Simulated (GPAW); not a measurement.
## BaS (Fm-3m): ε∞ against the local-field cutoff

The size of the dielectric matrix of BaS (Fm-3m) is raised step by step, on the same bands.

The structure is cubic, space group Fm-3m (No. 225). The conventional cell has a = 6.388 Å, b = 6.388 Å, c = 6.388 Å, α = 90.00°, β = 90.00°, γ = 90.00°. Ba on site a has 6 S at 3.19 Å as nearest neighbours. Around S on site b lie 6 Ba at 3.19 Å.

Method: GPAW 26.7.0, PBE, RPA, k-mesh 9×9×9, Lorentzian half width 0.15 eV.

Launch of the response step: `OMP_NUM_THREADS=1 python df.py`. The series took 3.4 min in all, its band step included, on 1 thread of Arm Neoverse V1, with other jobs on the host.

```
cutoff (eV)  time of the step (s)      ε∞
         20                    12  4.5783
         40                    12  4.5515
         60                    13  4.4946
        100                    20  4.4774
        150                    38       ?
```

The number of plane waves grows as cutoff^(3/2); a common extrapolation takes the result as linear in its inverse.

Working, on the rows shown:

| x = cutoff^(−3/2) (eV^−3/2) | y = ε∞ |
| --- | --- |
| 0.0111803 | 4.5783 |
| 0.00395285 | 4.5515 |
| 0.00215166 | 4.4946 |
| 0.001 | 4.4774 |

Means: x̄ = 0.0045712, ȳ = 4.5255. Σ(x − x̄)(y − ȳ) = 0.0005794, Σ(x − x̄)² = 6.267e-05. Slope = 0.0005794 / 6.267e-05 = 9.246; intercept = ȳ − slope · x̄ = 4.4832. The line misses the rows shown by at most 0.032.

**Question.** Fill in the last column of the withheld row.

**Answer.** At x = 0.00054433 the line gives y = 4.4882. The run gave 4.4752, so the extrapolation is off by 0.013, 13 % of the range in the table. The law describes these rows poorly: it misses even the rows shown by over a tenth of the range.

Refitted with all rows, the slope is 9.8 and the intercept 4.4785. The line reaches 4.478 at infinite cutoff, 0.1 % from the last run, while the last two runs differ by 0.05 %. ε∞ moves in steps as shells of reciprocal vectors enter, so the limit is good only to about the larger of these. Excitons are left out; PBE gaps are as a rule too small. The values come from a sum over the points of one k-mesh and carry its error, which grows as the direct gap shrinks. Spin-orbit coupling is left out.

[Logs are printed without paths, hosts, clocks, repeated set-up lines and the standing remarks that a program may print on its own settings, such as how far it seeks lower states.]
